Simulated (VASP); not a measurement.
# Ag in VASP: relaxation of the atoms with PBE+D3(BJ)

Aim: the relaxation of the atoms of Ag with PBE+D3(BJ).

Everything below comes from runs of VASP 6.6.1. Logs are shortened: lines on timing, memory, paths and dates and some standing lists are left out, and cuts for length are marked.

## Step 1: The slab as given

The cell holds a slab with vacuum, 4 atoms: a = 2.905 Å, b = 2.905 Å, c = 29.618 Å, α = 90.00°, β = 90.00°, γ = 120.00°.

The cell was built by a generator and needn't be a form met in nature.

## Step 2: Relaxation of the atoms, PBE+D3(BJ)

File INCAR:

```
SYSTEM = Ag
ALGO = Fast ; DIPOL = 0.5 0.5 0.500
EDIFF = 1E-6 ; EDIFFG = -0.02
ENCUT = 520 ; GGA = PE
IBRION = 2 ; IDIPOL = 3
ISIF = 2 ; ISMEAR = 1
IVDW = 12 ; LASPH = .TRUE.
LCHARG = .FALSE. ; LDIPOL = .TRUE.
LREAL = .FALSE. ; LWAVE = .FALSE.
NELM = 120 ; NSW = 90
PREC = Accurate ; SIGMA = 0.1
```

File KPOINTS:

```
k-points
0
G
  13 13 1
  0 0 0
```

File POSCAR:

```
Ag
1.0
    1.4523382500      2.5155236700      0.0000000000
   -2.9046765000      0.0000000000      0.0000000000
    0.0000000000      0.0000000000     29.6179631100
Ag
4
Direct
    0.6666670000      0.3333330000      0.3824316100
    0.3333340000      0.6666660000      0.4608105400
    0.0000000000      1.0000000000      0.5391894600
    0.6666670000      0.3333330000      0.6175683900
```

Potentials or basis: VASP PAW PBE potentials, release 64 (Ag).

Run with:

```sh
> cat potpaw_PBE.64/Ag/POTCAR > POTCAR
> mpirun -np 1 vasp_std > vasp.out
```

OUTCAR:

```text
SYSTEM = Ag
   EDIFF = 1E-6
   EDIFFG = -0.02
   ENCUT = 520
   GGA = PE
   IBRION = 2
   ISIF = 2
   ISMEAR = 1
   IVDW = 12
   LASPH = .TRUE.
   LREAL = .FALSE.
   NELM = 120
   NSW = 90
   PREC = Accurate
 IVDW          = 12

 ion  position               nearest neighbor table
   1  0.667  0.333  0.382-   2 2.86   2 2.86   2 2.86
   2  0.333  0.667  0.461-   3 2.86   3 2.86   1 2.86   1 2.86   1 2.86   3 2.86
   3  0.000  0.000  0.539-   2 2.86   2 2.86   4 2.86   4 2.86   4 2.86   2 2.86
   4  0.667  0.333  0.618-   3 2.86   3 2.86   3 2.86

  LATTYP: Found a hexagonal cell.
 ALAT       =     2.9046765270
 C/A-ratio  =    10.1966476591

  Lattice vectors:

 A1 = (   1.4523382500,   2.5155236700,   0.0000000000)
 A2 = (  -2.9046765000,   0.0000000000,   0.0000000000)
 A3 = (   0.0000000000,   0.0000000000,  29.6179631100)

Analysis of symmetry for initial positions (statically):
=====================================================================
 Subroutine PRICEL returns:
 Original cell was already a primitive cell.

 Routine SETGRP: Setting up the symmetry group for a
 hexagonal supercell.

 Subroutine GETGRP returns: Found 12 space group operations
 (whereof  6 operations were pure point group operations)
 out of a pool of 24 trial point group operations.

The static configuration has the point symmetry C_3v.
 The point group associated with its full space group is D_3d.

Analysis of symmetry for dynamics (positions and initial velocities):
=====================================================================
 Subroutine PRICEL returns:
 Original cell was already a primitive cell.

 Routine SETGRP: Setting up the symmetry group for a
 hexagonal supercell.

 Subroutine GETGRP returns: Found 12 space group operations
 (whereof  6 operations were pure point group operations)
 out of a pool of 24 trial point group operations.

The dynamic configuration has the point symmetry C_3v.
 The point group associated with its full space group is D_3d.

 Subroutine INISYM returns: Found 12 space group operations
 (whereof  6 operations are pure point group operations),
 and found     1 'primitive' translations

----------------------------------------------------------------------------------------

                                     Primitive cell

  volume of cell :     216.4120

  direct lattice vectors                    reciprocal lattice vectors
[... 100 lines left out ...]
   EMIN   =  10.00;   EMAX   =-10.00  energy-range for DOS
   EFERMI =   0.00;   METHOD = LEGACY
   ISMEAR =     1;   SIGMA  =   0.10  broadening in eV -4-tet -1-fermi 0-gaus
   EFERMI_NEDOS =   21; number of points for ismear=-14 and -15
   IALGO  =     68    algorithm
   IMIX   =      4    mixing-type and parameters
     AMIX     =   0.40;   BMIX     =  1.00
     AMIX_MAG =   1.60;   BMIX_MAG =  1.00
  volume/ion in A,a.u.               =      54.10       365.11
  Fermi-wavevector in a.u.,A,eV,Ry     =   0.962643  1.819132 12.608268  0.926682
  Thomas-Fermi vector in A             =   2.092120
   LORBIT       =      0    0 simple, 1 ext, 2 COOP (PROOUT), +10 PAW based schemes
   GGA     = PE    functional components
   LHFCALC =     F    Hartree Fock is set to
   AEXX    =    0.0000 exact exchange contribution
   IVDW    =    12    specifies the selected vdW correction
   LEPSILON=     F    determine dielectric tensor
   LRPA    =     F    only Hartree local field effects (RPA)
 conjugate gradient relaxation of ions
 non-spin polarized calculation
 RMM-DIIS sequential band-by-band and
 Methfessel and Paxton  Order N= 1 SIGMA  =   0.10
  energy-cutoff  :      520.00
  volume of cell :      216.41
 maximum number of plane-waves:      5955
 NGX is ok and might be reduce to    24
   NGX = 11   NGY = 11   NGZ =111

--------------------------------------- Ionic step        1  -------------------------------------------

 number of electron      44.0000000 magnetization

 Free energy of the ion-electron system (eV)
  ---------------------------------------------------
  ext. energy  EPLUGINS =         0.00000000
  ---------------------------------------------------
  free energy    TOTEN  =       -10.15991022 eV

  energy without entropy =      -10.16001795  energy(sigma->0) =      -10.15994613

------------------------ aborting loop because EDIFF is reached ----------------------------------------

 Edisp (eV)   -1.79189

 E8    (eV) :    -0.8111
[... 243 lines left out ...]
--------------------------------------- Ionic step        7  -------------------------------------------

 number of electron      44.0000005 magnetization

 dipolmoment           0.000000      0.000000      0.000000 electrons x Angstroem

------------------------ aborting loop because EDIFF is reached ----------------------------------------

 Edisp (eV)   -1.78452

 E8    (eV) :    -0.8075
[... 75 lines left out ...]
--------------------------------------- Ionic step        9  -------------------------------------------

 number of electron      44.0000004 magnetization

 dipolmoment           0.000000      0.000000     -0.000000 electrons x Angstroem

 Free energy of the ion-electron system (eV)
  ---------------------------------------------------
  ext. energy  EPLUGINS =         0.00000000
  ---------------------------------------------------
  free energy    TOTEN  =       -10.17427036 eV

  energy without entropy =      -10.17411365  energy(sigma->0) =      -10.17421813

 E-fermi :  -0.4635     XC(G=0):  -4.4347

 val. band max:       -0.5059084325   @ k =   0.1538   0.0000   0.0000
 cond. band min:      -0.3828011461   @ k =   0.3077   0.0769   0.0000
 fundamental gap:      0.1231072863
 Fermi energy:        -0.4635371886

 k-point     1 :       0.0000    0.0000    0.0000
  band No.  band energies     occupation
      1      -7.7953      2.00000
      2      -6.8875      2.00000
      3      -6.5669      2.00000
      4      -6.3929      2.00000
      5      -5.2093      2.00000
      6      -5.2093      2.00000
[... 598 lines left out ...]
     25       4.0474      0.00000
     26       4.7671      0.00000

------------------------ aborting loop because EDIFF is reached ----------------------------------------

 vacuum level on the upper side and lower side of the slab       (xc-potential included)        -0.018        -0.018

 Edisp (eV)   -1.78020

 E8    (eV) :    -0.8055

  FORCE on cell =-STRESS in cart. coord.  units (eV):
  Direction    XX          YY          ZZ          XY          YZ          ZX
  --------------------------------------------------------------------------------------
  -------------------------------------------------------------------------------------
  Total      -1.49503    -1.49503    -0.04281     0.00000     0.00000     0.00000
  in kB     -11.06826   -11.06826    -0.31696     0.00000     0.00000     0.00000
  external pressure =       -7.48 kB  Pullay stress =        0.00 kB
[... 19 lines left out ...]
  FREE ENERGIE OF THE ION-ELECTRON SYSTEM (eV)
  ---------------------------------------------------
  free  energy   TOTEN  =       -11.9544720753 eV

  energy  without entropy=      -11.9543153624  energy(sigma->0) =      -11.95441984

 reached required accuracy - stopping structural energy minimisation

 vacuum level on the upper side and lower side of the slab         4.080         4.081
```

OSZICAR:

```text
N       E                     dE             d eps       ncg     rms          rms(c)
DAV:   1     0.277281402841E+03    0.27728E+03   -0.19624E+04  1100   0.141E+03
DAV:   2    -0.942674788268E+00   -0.27822E+03   -0.27030E+03  1352   0.294E+02
DAV:   3    -0.108494995008E+02   -0.99068E+01   -0.93926E+01  1202   0.553E+01
[... 77 lines left out ...]
DAV:   1    -0.101738599728E+02   -0.22305E-02   -0.81452E-01  1092   0.514E+00    0.560E-02
RMM:   2    -0.101742272110E+02   -0.36724E-03   -0.37343E-03  1096   0.590E-01    0.337E-02
RMM:   3    -0.101742661473E+02   -0.38936E-04   -0.49975E-04  1104   0.218E-01    0.198E-02
RMM:   4    -0.101742680870E+02   -0.19397E-05   -0.89516E-05  1104   0.899E-02    0.469E-03
RMM:   5    -0.101742698998E+02   -0.18129E-05   -0.22394E-05  1120   0.429E-02    0.312E-03
RMM:   6    -0.101742703640E+02   -0.46411E-06   -0.45899E-06   893   0.185E-02
   9 F= -.11954472E+02 E0= -.11954420E+02  d E =-.795902E-03
```

Run time: 9.1 min. Hardware: 1 thread of AMD EPYC 7R13 (Zen 3), shared host; peak memory 0.39 GiB.

Results:

* Free energy: -11.9545 eV
* Energy gained by relaxing: 0.7 meV/atom
* Ionic steps: 9
* Largest force after relaxing: 0.007 eV/Å
* Band gap on the k mesh: none (metal or under the smearing width)
* Dispersion energy per atom: -0.445 eV

Forces on the atoms (eV/Å):
```
Ag   0.000  0.000  0.007
Ag   0.000  0.000 -0.001
Ag   0.000  0.000  0.001
Ag   0.000  0.000 -0.007
```

Step by step:
| step | energy change (eV) | largest force (eV/Å) | pressure (GPa) |
| --- | --- | --- | --- |
| 1 | 0.0000 | 0.0831 | -0.50 |
| 2 | -0.0006 | 0.0596 | -0.53 |
| 3 | -0.0016 | 0.0475 | -0.61 |
| 4 | -0.0015 | 0.1085 | -0.74 |
| 5 | -0.0019 | 0.0694 | -0.66 |
| 6 | -0.0018 | 0.0897 | -0.70 |
| 7 | -0.0019 | 0.0774 | -0.68 |
| 8 | -0.0024 | 0.0417 | -0.71 |
| 9 | -0.0027 | 0.0069 | -0.75 |

Final structure:
```
Ag
1.0
     1.45234    2.51552    0.00000
    -2.90468    0.00000    0.00000
     0.00000    0.00000   29.61796
Ag
4
Cartesian
  0.0000 1.6770 11.2934
  -1.4523 0.8385 13.6386
  0.0000 0.0000 15.9794
  0.0000 1.6770 18.3246
```
